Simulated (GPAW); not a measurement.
Runs of GPAW 26.7.0 on C. The structure is hexagonal, space group P6_3/mmc (No. 194). Conventional cell: a = 2.522 Å, b = 2.522 Å, c = 8.237 Å, α = 90.00°, β = 90.00°, γ = 120.00°. C (site symmetry 3m) is surrounded by 4 C at 1.54 Å. C (site symmetry 3m) has 4 C at 1.54 Å as nearest neighbours. This is a hexagonal form of diamond, not graphite.

| task | level | potentials or basis | cell | optimizer | fmax | max steps | target pressure | band path | gap on the mesh (eV) | pressure (GPa) | V0 of scaled cells (Å³/atom) | B0 (GPa) | largest force (eV/Å) |
| --- | --- | --- | --- | --- | --- | --- | --- | --- | --- | --- | --- | --- | --- |
| relaxation of cell and atoms | BP86+D3 | PAW data sets generated in the run's folder for this functional, pw | relaxed to 10 GPa | LBFGS | 0.02 eV/Å | 40 | 10 GPa | - | 4.65 | 10.3 | - | - | 0.01 |
| equation of state | C09-vdW | GPAW PAW data sets (gpaw-data 1.2.1), pw | as given | - | - | - | - | - | - | - | 5.66 | (a) | - |
| equation of state | vdW-DF2 | GPAW PAW data sets (gpaw-data 1.2.1), pw | as given | - | - | - | - | - | - | - | 5.87 | 400 | - |
| band structure | r4SCAN | GPAW PAW data sets (gpaw-data 1.2.1), pw | as given | - | - | - | - | GMKGALHA,LM,KH | 4.71 | (b) | - | - | 0.42 |
| equation of state | vdW-DF | GPAW PAW data sets (gpaw-data 1.2.1), pw | as given | - | - | - | - | - | - | - | 5.84 | 408 | - |

Alike in all rows: no spin polarisation; k mesh 7 × 7 × 2; cutoff (eV) 800; smearing fermi-dirac 0.05 eV; the mesh is coarse, so values aren't converged.

Fill in the values left out.

(a) 444; (b) -3.8.

Caveats: some runs use coarse meshes; the PAW data sets were made with another functional, which shifts forces and pressure a little (some runs); the cell was scaled at fixed shape and fractional positions, which overstates the stiffness of a crystal with free parameters, most of all of layers and chains (some runs); later steps reuse the first step's grids (some runs); an odd mesh through Γ misses points on the zone boundary, where band edges often lie (some runs).

Runs at the PBE level aren't shown here.
